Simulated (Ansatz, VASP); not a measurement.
## One calculation of Sr, two programs

Contents of INCAR:

```
SYSTEM = Sr
PREC = Accurate
ENCUT = 520
EDIFF = 1E-7
ISMEAR = -1
SIGMA = 0.05
LREAL = .FALSE.
LASPH = .TRUE.
NELM = 100
ALGO = Normal
ISIF = 2
LWAVE = .FALSE.
LCHARG = .FALSE.
GGA = PE
NBANDS = 17
```

File KPOINTS:

```
Automatic mesh
0
G
  7 7 4
  0 0 0
```

The input POSCAR:

```
Sr
1.0
    4.3100000000      0.0000000000      0.0000000000
   -2.1550000000      3.7325694903      0.0000000000
    0.0000000000      0.0000000000      7.0500000000
Sr
2
Direct
    0.6666666667      0.3333333333      0.7500000000
    0.3333333333      0.6666666667      0.2500000000
```

input.yaml

```yaml
crystal:
  lattice:
    - [4.31, 0.0, 0.0]
    - [-2.155, 3.7325694903, 0.0]
    - [0.0, 0.0, 7.05]
  atoms:
    - { symbol: Sr, position: [0.6666666667, 0.3333333333, 0.75] }
    - { symbol: Sr, position: [0.3333333333, 0.6666666667, 0.25] }
hamiltonian:
  xc: pbe
  pseudopotentials: { kind: paw }
kpoints:
  mp_grid: { grid: [7, 7, 4] }
scf:
  occupations: { method: fermi_dirac, width: 0.05 }
output:
  forces: true
  stress: true
  eigenvalues: true
  write_density: true
  write_potential: true
  elf: true
  volumetric_format: npy
```

This isn't the form of Sr at room conditions, which is fcc.

Alike in both runs: task single point; functional PBE; k mesh 7 × 7 × 4; occupations fermi-dirac, width 0.05 eV; no spin polarisation.

|  | VASP | Ansatz |
| --- | --- | --- |
| version | VASP 6.6.1 | Ansatz 0.2.0 |
| potentials or method | VASP PAW PBE potentials, release 64 (Sr_sv) | Ansatz PAW |
| plane-wave cutoff (eV) | 520 | 420 |
| valence electrons in the cell | 20 | 20 |

VASP gave:

```
gap on the k mesh at the Fermi level (eV)       : none
pressure (GPa)                                  : -0.3
largest component of the traceless stress (GPa) : 0.31
```

Question: What did Ansatz give for the same quantities?

Answer: gap on the k mesh at the Fermi level (eV): none; pressure (GPa): -0.3; largest component of the traceless stress (GPa): 0.32.

A gap of «none» marks a metal or a gap that the smearing closes. With one functional, cell and mesh, what is left measures potentials, basis and numerics.
